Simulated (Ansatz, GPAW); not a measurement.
This is a calculation of CuO for Ansatz 0.2.0. Measurements of this composition are mostly on another form, of space group No. 15.

File input.yaml:

```yaml
crystal:
  lattice:
    - [1.990968, -2.15355, 0.0]
    - [1.990968, 2.15355, 0.0]
    - [0.0, 0.0, 5.155928]
  atoms:
    - { symbol: Cu, position: [0.5, 0.0, 0.0] }
    - { symbol: Cu, position: [0.0, 0.5, 0.5] }
    - { symbol: O, position: [0.5, 0.5, 0.25] }
    - { symbol: O, position: [0.5, 0.5, 0.75] }
hamiltonian:
  xc: pbesol
  pseudopotentials: { kind: paw }
kpoints:
  mp_grid: { grid: [9, 9, 5] }
scf:
  occupations: { method: fermi_dirac, width: 0.05 }
output:
  forces: true
  stress: true
  eigenvalues: true
```

Potentials or basis: Ansatz PAW.

Command:

```sh
$ ansatz run input.yaml --threads 1 --pin off --max-ram 3584MiB --backend cpu --events-out ev --progress --plain --runs-dir out
```

Question: Set up the same calculation for GPAW 26.7.0 (ASE script). Potentials or basis there: PAW data sets generated for this functional, cutoff 800 eV.

Answer: As run (cutoffs and basis follow the program's own potentials, and thresholds, step limits or extra output files can differ):

File run.py:

```python
from ase import Atoms
from ase.dft.bandgap import bandgap
from ase.io import write
from ase.units import Bohr, GPa
from gpaw import GPAW, PW, setup_paths
from gpaw.elf import elf_from_dft_calculation

setup_paths.insert(0, '.')

atoms = Atoms(['Cu', 'Cu', 'O', 'O'],
              cell=[[1.990968, -2.15355, 0.0],
                    [1.990968, 2.15355, 0.0],
                    [0.0, 0.0, 5.155928]],
              scaled_positions=[[0.5, 0.0, 0.0],
                                [0.0, 0.5, 0.5],
                                [0.5, 0.5, 0.25],
                                [0.5, 0.5, 0.75]],
              pbc=True)

calc = GPAW(mode=PW(800),
            xc='PBEsol',
            kpts={'size': (9, 9, 5), 'gamma': True},
            occupations={'name': 'fermi-dirac', 'width': 0.05},
            nbands=33,
            convergence={'density': 1e-05, 'energy': 1e-05},
            maxiter=150,
            txt='gpaw.txt')
atoms.calc = calc
energy = atoms.get_potential_energy()
forces = atoms.get_forces()
stress = atoms.get_stress()
calc.write('gs.gpw')
write('result.traj', atoms)
print(f'Energy: {energy:.6f} eV')
print('Forces (eV/A):')
print(forces.round(4))
print('Stress (GPa):', (stress / GPa).round(3))
print('Fermi level:', round(calc.get_fermi_level(), 4), 'eV')
print(f'Gap: {bandgap(calc)[0]:.4f} eV, direct: {bandgap(calc, direct=True)[0]:.4f} eV')

# fields on the real-space grid
write('density.cube', atoms, data=calc.get_pseudo_density() * Bohr**3)
write('potential.cube', atoms, data=calc.get_electrostatic_potential())
write('elf.cube', atoms, data=elf_from_dft_calculation(calc).data)
```

Potentials or basis: PAW data sets generated in the run's folder for this functional, pw.

Launch:

```bash
$ gpaw-setup -f PBEsol Cu O
$ OMP_NUM_THREADS=1 python run.py
```

Both were run:

|  | Ansatz | GPAW |
| --- | --- | --- |
| Pressure | -6.0 GPa | -3.7 GPa |

Ansatz's pressure holds a Pulay term of +0.68 GPa for its cutoff of 420 eV, which the other run lacks.

The potentials hold 50 and 34 valence electrons a cell.

Ansatz's potentials were made for PBE.

Where Ansatz's input types no cutoff or centring, it takes its own default and a Γ-centred mesh.

Pressure is positive in compression.
